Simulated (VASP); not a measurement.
## B: relaxation of cell and atoms with RPBE+D3

The system is B.

```xyz
2
Lattice="1.6246 0.0000 0.0000 0.0000 2.8662 0.0000 0.0000 0.0000 3.9144" Properties=species:S:1:pos:R:3 pbc="T T T"
B     0.0000    1.4331    2.3849
B     0.8123    0.0000    1.5295
```

The cell was built by a generator and needn't be a form met in nature.

* Program: VASP 6.6.1
* Task: relaxation of cell and atoms
* Functional: RPBE
* Dispersion: D3
* Potentials or basis: VASP PAW PBE potentials, release 64 (B)
* Cutoff: 600 eV
* k mesh: 16 × 9 × 7
* Occupations: fermi-dirac, width 0.05 eV
* Spin: no spin polarisation
* Further INCAR settings: ALGO = Normal; EDIFF = 1e-07; IBRION = 2; EDIFFG = -0.005; NSW = 40; ISIF = 3

The relaxed volume is 8.54 Å³/atom and the relaxed cell is a = 1.628 Å, b = 2.872 Å, c = 3.655 Å, α = 90.00°, β = 90.00°, γ = 90.00°. The space group after relaxing (to 0.05 Å) is Pmmn (No. 59), the energy gained by relaxing is 7.6 meV/atom and the ionic steps are 17. The pressure after relaxing is 0.0 GPa and the band gap on the k mesh is none (metal or under the smearing width). The dispersion energy per atom is -0.168 eV.

The path:
```tsv
step	energy change (eV)	largest force (eV/Å)	pressure (GPa)	volume (Å³)
1	0.0000	0.1405	0.76	18.23
2	-0.0035	0.0489	-1.82	18.34
3	-0.0035	0.0420	-2.02	18.35
4	-0.0059	0.0335	-0.84	18.14
5	-0.0061	0.0315	-0.54	18.09
6	-0.0082	0.0132	-0.50	17.95
7	-0.0128	0.0400	-0.35	17.51
8	-0.0120	0.0958	0.43	16.64
9	-0.0145	0.0553	-0.14	17.20
10	-0.0147	0.0613	-0.03	17.05
11	-0.0147	0.0602	-0.05	17.08
12	-0.0150	0.0288	-0.41	17.10
13	-0.0150	0.0306	-0.39	17.10
14	-0.0151	0.0044	0.31	17.06
15	-0.0151	0.0039	0.14	17.07
16	-0.0152	0.0015	0.05	17.08
17	-0.0152	0.0001	0.00	17.09
```

Final structure:
```yaml
crystal:
  lattice:
    - [1.62770, 0.00000, 0.00000]
    - [0.00000, 2.87226, 0.00000]
    - [0.00000, 0.00000, 3.65496]
  atoms:
    - { symbol: B, position: [0.00000, 0.50000, 0.61842] }
    - { symbol: B, position: [0.50000, 0.00000, 0.38158] }
```

Levels at points of the mesh, in eV from the Fermi level:
```tsv
k point	band 1	band 2	band 3	band 4	band 5	band 6
(0.00, 0.00, 0.00)	-16.23	-5.35	-5.30	-2.62	2.82	8.46
(0.50, 0.00, 0.00)	-7.02	-7.02	6.62	6.62	7.43	7.43
```

Wall time 2.1 min on 1 thread of AMD EPYC 7R13 Processor (Zen 3), on a shared host, peak memory 0.12 GiB.

Caveat: the PAW data sets were made with another functional, which shifts forces and pressure a little.
